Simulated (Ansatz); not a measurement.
# KCl: stress in a strained cell

KCl is deformed so: equal xy, yz and zx engineering shear strains of -2 %. What stress and forces result, by LAPW, PAW and all-electron datasets made for the crystal?

Program: Ansatz 0.2.0. Level of theory: DFT PBEsol, scalar-relativistic. These are calculated values, not measurements.

**1. The structure to begin with**

Symmetry: Pm-3m, No. 221, cubic system. The conventional cell has a = 3.634 Å, b = 3.634 Å, c = 3.634 Å, α = 90.00°, β = 90.00°, γ = 90.00°. K (site symmetry m-3m) has 8 Cl at 3.15 Å as nearest neighbours. Cl (site symmetry m-3m) is surrounded by 8 K at 3.15 Å.

Coordinates:

```
CELL_PARAMETERS angstrom
3.63400 0.00000 0.00000
0.00000 3.63400 0.00000
0.00000 0.00000 3.63400
ATOMIC_POSITIONS crystal
K 0.00000 0.00000 0.00000
Cl 0.50000 0.50000 0.50000
```

Atoms are numbered in the order of the input: K1, Cl2.

**2. The deformed structure**

Space group Pm-3m before, R-3m after.

**3. Full-potential LAPW**

input.yaml reads:

```yaml
crystal:
  lattice:
    - [3.634, -0.03634, -0.03634]
    - [-0.03634, 3.634, -0.03634]
    - [-0.03634, -0.03634, 3.634]
  atoms:
    - { symbol: K, position: [0.0, 0.0, 0.0] }
    - { symbol: Cl, position: [0.5, 0.5, 0.5] }
kpoints:
  mp_grid: { grid: [7, 7, 7] }
  band_path:
    path:
      - [0.0, 0.0, 0.0]
      - [0.5, 0.0, 0.0]
      - [0.5, -0.5, 0.5]
      - [0.4804921086, -0.5195078914, 0.4804921086]
      - [0.4804921086, 0.4804921086, 0.4804921086]
      - [0.0, 0.0, 0.0]
      - [0.5, -0.5, 0.0]
    npoints: 5
scf:
  occupations: { method: fermi_dirac, width: 0.01 }
hamiltonian:
  xc: pbesol
  pseudopotentials: { kind: all_electron, lapw: { basis_error: 0.001 } }
output:
  forces: true
  stress: true
  eigenvalues: true
```

Started as:

```bash
$ ansatz run input.yaml --threads 1 --pin off --max-ram 3072MiB --backend cpu --events-out ev --progress --plain --runs-dir out
```

**4. PAW with frozen cores**

input.yaml reads:

```yaml
crystal:
  lattice:
    - [3.634, -0.03634, -0.03634]
    - [-0.03634, 3.634, -0.03634]
    - [-0.03634, -0.03634, 3.634]
  atoms:
    - { symbol: K, position: [0.0, 0.0, 0.0] }
    - { symbol: Cl, position: [0.5, 0.5, 0.5] }
kpoints:
  mp_grid: { grid: [7, 7, 7] }
scf:
  occupations: { method: fermi_dirac, width: 0.01 }
hamiltonian:
  xc: pbesol
  pseudopotentials: { kind: paw }
output:
  forces: true
  stress: true
  eigenvalues: true
  efg: { contact_densities: true }
```

**5. All-electron PAW on datasets made for the crystal**

Edit input.yaml of step 4 so:

```diff
@@ -14,3 +14,3 @@
   xc: pbesol
-  pseudopotentials: { kind: paw }
+  pseudopotentials: { kind: all_electron, datasets: crystal }
 output:
```

(Steps that only read results are left out.)

Before running it: what results should come out? Wanted: pressure; largest shear or deviatoric stress.

As calculated:

```
                                 quantity                                           value
                                 pressure  LAPW 2.34, PAW 2.34, crystal datasets 2.34 GPa
largest shear or deviatoric stress (LAPW)                                        0.31 GPa
```

The largest part of the stress beyond the pressure is 0.31 GPa in size; the atoms are carried along and not relaxed. No run of the undeformed cell stands beside it, so the pressure holds what the given cell had before the change. PAW: stress within 0.01 GPa of LAPW. Crystal datasets: stress within 0.01 GPa of LAPW.
